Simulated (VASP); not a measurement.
Input of a VASP 6.6.1 run:

run.py

```python
from ase.calculators.vasp import Vasp
from ase.filters import FrechetCellFilter
from ase.io import read
from ase.optimize import BFGSLineSearch

atoms = read('Ti.cif', primitive_cell=True, subtrans_included=False)
calc = Vasp(
    directory='calc',
    xc='revtpss',
    pp='PBE',
    setups='minimal',
    prec='Accurate',
    encut=580,
    ediff=1e-07,
    ismear=1,
    sigma=0.2,
    lreal=False,
    lasph=True,
    nelm=60,
    algo='Normal',
    isif=2,
    lwave=False,
    lcharg=False,
    lmixtau=True,
    kpts=[11, 11, 11],
    gamma=True,
)
atoms.calc = calc
opt = BFGSLineSearch(FrechetCellFilter(atoms), trajectory='relax.traj')
converged = opt.run(fmax=0.02, steps=40)
print('converged:', converged)

print('energy (eV):', atoms.get_potential_energy())
print('free energy (eV):', atoms.get_potential_energy(force_consistent=True))
print('forces (eV/A):')
print(atoms.get_forces())
print('stress (eV/A^3, Voigt):', atoms.get_stress())
print('Fermi level (eV):', calc.get_fermi_level())
print('cell (A, degrees):', atoms.cell.cellpar())
print('volume (A^3):', atoms.get_volume())
print('scaled positions:')
print(atoms.get_scaled_positions())
```

Contents of Ti.cif:

```cif
data_Ti
_cell_length_a 4.06000000
_cell_length_b 4.06000000
_cell_length_c 4.06000000
_cell_angle_alpha 90.00000000
_cell_angle_beta 90.00000000
_cell_angle_gamma 90.00000000
_space_group_name_H-M_alt 'Fm-3m'
_space_group_name_Hall '-F 4 2 3'
_space_group_IT_number 225
loop_
_space_group_symop_operation_xyz
'x,y,z'
'-x,-y,-z'
'-y,x,z'
'y,-x,-z'
'-x,-y,z'
'x,y,-z'
'y,-x,z'
'-y,x,-z'
'x,-y,-z'
'-x,y,z'
'-y,-x,-z'
'y,x,z'
'-x,y,-z'
'x,-y,z'
'y,x,-z'
'-y,-x,z'
'z,x,y'
'-z,-x,-y'
'z,-y,x'
'-z,y,-x'
'z,-x,-y'
'-z,x,y'
'z,y,-x'
'-z,-y,x'
'-z,x,-y'
'z,-x,y'
'-z,-y,-x'
'z,y,x'
'-z,-x,y'
'z,x,-y'
'-z,y,x'
'z,-y,-x'
'y,z,x'
'-y,-z,-x'
'x,z,-y'
'-x,-z,y'
'-y,z,-x'
'y,-z,x'
'-x,z,y'
'x,-z,-y'
'-y,-z,x'
'y,z,-x'
'-x,-z,-y'
'x,z,y'
'y,-z,-x'
'-y,z,x'
'x,-z,y'
'-x,z,-y'
'x,y+1/2,z+1/2'
'-x,-y+1/2,-z+1/2'
'-y,x+1/2,z+1/2'
'y,-x+1/2,-z+1/2'
'-x,-y+1/2,z+1/2'
'x,y+1/2,-z+1/2'
'y,-x+1/2,z+1/2'
'-y,x+1/2,-z+1/2'
'x,-y+1/2,-z+1/2'
'-x,y+1/2,z+1/2'
'-y,-x+1/2,-z+1/2'
'y,x+1/2,z+1/2'
[... 40 lines left out ...]
'-x+1/2,-y,z+1/2'
'x+1/2,y,-z+1/2'
'y+1/2,-x,z+1/2'
'-y+1/2,x,-z+1/2'
'x+1/2,-y,-z+1/2'
'-x+1/2,y,z+1/2'
'-y+1/2,-x,-z+1/2'
'y+1/2,x,z+1/2'
'-x+1/2,y,-z+1/2'
'x+1/2,-y,z+1/2'
'y+1/2,x,-z+1/2'
'-y+1/2,-x,z+1/2'
'z+1/2,x,y+1/2'
'-z+1/2,-x,-y+1/2'
'z+1/2,-y,x+1/2'
'-z+1/2,y,-x+1/2'
'z+1/2,-x,-y+1/2'
'-z+1/2,x,y+1/2'
'z+1/2,y,-x+1/2'
'-z+1/2,-y,x+1/2'
'-z+1/2,x,-y+1/2'
'z+1/2,-x,y+1/2'
'-z+1/2,-y,-x+1/2'
'z+1/2,y,x+1/2'
'-z+1/2,-x,y+1/2'
'z+1/2,x,-y+1/2'
'-z+1/2,y,x+1/2'
'z+1/2,-y,-x+1/2'
'y+1/2,z,x+1/2'
'-y+1/2,-z,-x+1/2'
'x+1/2,z,-y+1/2'
'-x+1/2,-z,y+1/2'
'-y+1/2,z,-x+1/2'
'y+1/2,-z,x+1/2'
'-x+1/2,z,y+1/2'
'x+1/2,-z,-y+1/2'
'-y+1/2,-z,x+1/2'
'y+1/2,z,-x+1/2'
'-x+1/2,-z,-y+1/2'
'x+1/2,z,y+1/2'
'y+1/2,-z,-x+1/2'
'-y+1/2,z,x+1/2'
'x+1/2,-z,y+1/2'
'-x+1/2,z,-y+1/2'
'x+1/2,y+1/2,z'
'-x+1/2,-y+1/2,-z'
'-y+1/2,x+1/2,z'
'y+1/2,-x+1/2,-z'
'-x+1/2,-y+1/2,z'
'x+1/2,y+1/2,-z'
'y+1/2,-x+1/2,z'
'-y+1/2,x+1/2,-z'
'x+1/2,-y+1/2,-z'
'-x+1/2,y+1/2,z'
'-y+1/2,-x+1/2,-z'
'y+1/2,x+1/2,z'
'-x+1/2,y+1/2,-z'
'x+1/2,-y+1/2,z'
'y+1/2,x+1/2,-z'
'-y+1/2,-x+1/2,z'
'z+1/2,x+1/2,y'
'-z+1/2,-x+1/2,-y'
'z+1/2,-y+1/2,x'
'-z+1/2,y+1/2,-x'
'z+1/2,-x+1/2,-y'
'-z+1/2,x+1/2,y'
'z+1/2,y+1/2,-x'
'-z+1/2,-y+1/2,x'
'-z+1/2,x+1/2,-y'
'z+1/2,-x+1/2,y'
'-z+1/2,-y+1/2,-x'
'z+1/2,y+1/2,x'
'-z+1/2,-x+1/2,y'
'z+1/2,x+1/2,-y'
'-z+1/2,y+1/2,x'
'z+1/2,-y+1/2,-x'
'y+1/2,z+1/2,x'
'-y+1/2,-z+1/2,-x'
'x+1/2,z+1/2,-y'
'-x+1/2,-z+1/2,y'
'-y+1/2,z+1/2,-x'
'y+1/2,-z+1/2,x'
'-x+1/2,z+1/2,y'
'x+1/2,-z+1/2,-y'
'-y+1/2,-z+1/2,x'
'y+1/2,z+1/2,-x'
'-x+1/2,-z+1/2,-y'
'x+1/2,z+1/2,y'
'y+1/2,-z+1/2,-x'
'-y+1/2,z+1/2,x'
'x+1/2,-z+1/2,y'
'-x+1/2,z+1/2,-y'
loop_
_atom_site_label
_atom_site_type_symbol
_atom_site_symmetry_multiplicity
_atom_site_Wyckoff_symbol
_atom_site_fract_x
_atom_site_fract_y
_atom_site_fract_z
_atom_site_occupancy
Ti1 Ti 4 a 0.0000000000 0.0000000000 0.0000000000 1
```

Potentials or basis: VASP PAW PBE potentials, release 64 (Ti).

Launch:

```console
$ python run.py
```

Problem. What does it give for the band gap on the k mesh?

Solution. None (metal or under the smearing width).

Problem. Estimate the space group after relaxing (to 0.05 Å).

Solution. Fm-3m (No. 225).

Problem. Predict the relaxed cell.

Solution. a = 2.866 Å, b = 2.866 Å, c = 2.866 Å, α = 60.00°, β = 60.00°, γ = 60.00°.

Final structure:
```
Ti
1.0
     0.00000    2.02692    2.02692
     2.02692    0.00000    2.02692
     2.02692    2.02692    0.00000
Ti
1
Direct
  0.00000 0.00000 0.00000
```

Caveat: the PAW data sets were made with another functional, which shifts forces and pressure a little.
